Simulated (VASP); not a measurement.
ZnS:

```
Zn S
1.0
     0.00000    2.68033    2.68033
     2.68033    0.00000    2.68033
     2.68033    2.68033    0.00000
Zn S
1 1
Direct
  0.25000 0.25000 0.25000
  0.00000 0.00000 0.00000
```

Base run:

- Program: VASP 6.6.1
- Functional: PBE0
- Potentials or basis: VASP PAW PBE potentials, release 64 (Zn, S)
- Cutoff: 520 eV
- k mesh: 6 × 6 × 6
- Occupations: gaussian, width 0.03 eV
- Spin: no spin polarisation

Its results: band gap on the k mesh 4.12 eV, direct; pressure 2.7 GPa.

Q: The run is repeated on the same cell with these changes: functional from PBE0 to HSE06. What comes out?

A: Band gap on the k mesh 3.46 eV, direct; pressure 2.9 GPa.

Caveats: the PAW data sets were made with another functional, which shifts forces and pressure a little.
